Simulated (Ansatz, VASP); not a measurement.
# Ru in VASP and in Ansatz

The input INCAR:

```
SYSTEM = Ru
PREC     = Accurate       ! precision mode
ENCUT    = 520            ! plane-wave cutoff, eV
EDIFF    = 1E-7           ! SCF threshold, eV
ISMEAR   = 0              ! smearing method
SIGMA    = 0.014          ! smearing width, eV
LREAL    = .FALSE.        ! projectors in reciprocal space
LASPH    = .TRUE.         ! aspherical terms in the spheres
NELM     = 60             ! most SCF steps
ALGO     = Fast           ! electronic algorithm
ISIF     = 2              ! what is computed and relaxed
LWAVE    = .FALSE.        ! write WAVECAR
LCHARG   = .FALSE.        ! write CHGCAR
GGA      = PE             ! functional
NBANDS   = 21             ! bands
```

The input KPOINTS:

```
regular mesh
0
G
  11 11 6
  0 0 0
```

Contents of POSCAR:

```
Ru
1.0
    2.7058000000      0.0000000000      0.0000000000
   -1.3529000000      2.3432915376      0.0000000000
    0.0000000000      0.0000000000      4.2819000000
Ru
2
Direct
    0.6666666667      0.3333333333      0.7500000000
    0.3333333333      0.6666666667      0.2500000000
```

Contents of input.yaml:

```yaml
crystal:
  lattice:
    - [2.7058, 0.0, 0.0]
    - [-1.3529, 2.3432915376, 0.0]
    - [0.0, 0.0, 4.2819]
  atoms:
    - { symbol: Ru, position: [0.6666666667, 0.3333333333, 0.75] }
    - { symbol: Ru, position: [0.3333333333, 0.6666666667, 0.25] }
kpoints:
  mp_grid: { grid: [11, 11, 6] }
scf:
  occupations: { method: gaussian, width: 0.014 }
hamiltonian:
  xc: pbe
  pseudopotentials: { kind: all_electron, lapw: { basis_error: 0.001 } }
output:
  forces: true
  stress: true
  eigenvalues: true
```

Alike in both runs: task single point; functional PBE; k mesh 11 × 11 × 6; occupations gaussian, width 0.014 eV; no spin polarisation.

|  | VASP | Ansatz |
| --- | --- | --- |
| version | VASP 6.6.1 | Ansatz 0.2.0 |
| potentials or method | VASP PAW PBE potentials, release 64 (Ru_pv) | all-electron LAPW, scalar-relativistic |
| plane-wave cutoff (eV) | 520 | see its input |

|  | VASP | Ansatz | Ansatz less VASP |
| --- | --- | --- | --- |
| gap on the k mesh at the Fermi level (eV) | none | none | - |
| pressure (GPa) | 4.4 | 4.4 | +0.02 |
| largest component of the traceless stress (GPa) | 0.08 | 0.01 | -0.073 |

A gap of «none» marks a metal or a gap that the smearing closes. Ansatz ran all-electron here, so the differences hold the error of VASP's frozen core and of both bases.
